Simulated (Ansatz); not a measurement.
One crystal and one scan (generalised stacking-fault energy along a line) at two levels, PBE (plane waves to 420 eV, PAW, scalar-relativistic; Ansatz, a first-principles code) and r2SCAN (plane waves to 500 eV, PAW, scalar-relativistic; Ansatz), each from its own relaxed cell and on its own mesh.

The crystal is LiI (rock salt); the crystal slips on the {100} plane by s times a lattice vector of 6.02 Å, atoms relaxing along the normal only, γ being the energy change per area.

Energies are extrapolated to zero smearing. LiI was relaxed with its symmetry unable to fall. Spin-orbit coupling is left out, though I is heavy. Faults lie only 9.0 Å apart, and holding the cell height raises γ above its relaxed value. Both scans cover s from 0.000 to 0.917.

```
quantity                                                            run 1  run 2
------------------------------------------------------------------  -----  -----
Highest computed γ on the line (mJ/m²)                                586    656
Steepest slope dγ/d(shift) before the first maximum (spline) (GPa)    3.1    3.4
```

Question: Which run is which level?

Answer: Run 1 is PBE, run 2 is r2SCAN. PBE gives the lower value for: highest computed γ on the line; steepest slope dγ/d(shift) before the first maximum. Both give the same position of the highest point: s = 0.500.

(The slope of γ gives the shear force per area between the displaced halves; near zero shift its curvature is an elastic stiffness.)
